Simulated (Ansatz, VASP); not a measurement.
# Mn: VASP beside Ansatz

```
Mn
1.0
     0.00000    2.44119    2.44119
     2.44119    0.00000    2.44119
     2.44119    2.44119    0.00000
Mn
2
Direct
  0.50000 0.50000 0.50000
  0.75000 0.75000 0.75000
```

Alike in both runs: functional PBEsol; k mesh 20 × 20 × 20; occupations gaussian, width 0.1 eV; no spin polarisation.

Ansatz relaxed the structure, and its values are those at the end. VASP's run is a single point on that final structure, the one shown.

|  | VASP | Ansatz |
| --- | --- | --- |
| version | VASP 6.6.1 | Ansatz 0.2.0 |
| potentials or method | VASP PAW PBE potentials, release 64 (Mn_pv) | scalar-relativistic, plane waves, PAW |
| plane-wave cutoff (eV) | 520 | 420 |
| valence electrons in the cell | 26 | 30 |

```csv
,VASP,Ansatz,Ansatz less VASP
gap on the k mesh at the Fermi level (eV),none,none,-
pressure (GPa),0.7,0.0,-0.62
```

A gap of «none» marks a metal or a gap that the smearing closes. The two sets of potentials don't hold the same shells in valence.

Caveats: the PAW data sets were made with another functional, which shifts forces and pressure a little (VASP); the run has no spin polarisation, though such a crystal can be magnetic. Spin polarisation is off, so any magnetic state and its effect on volume and gap are missing.
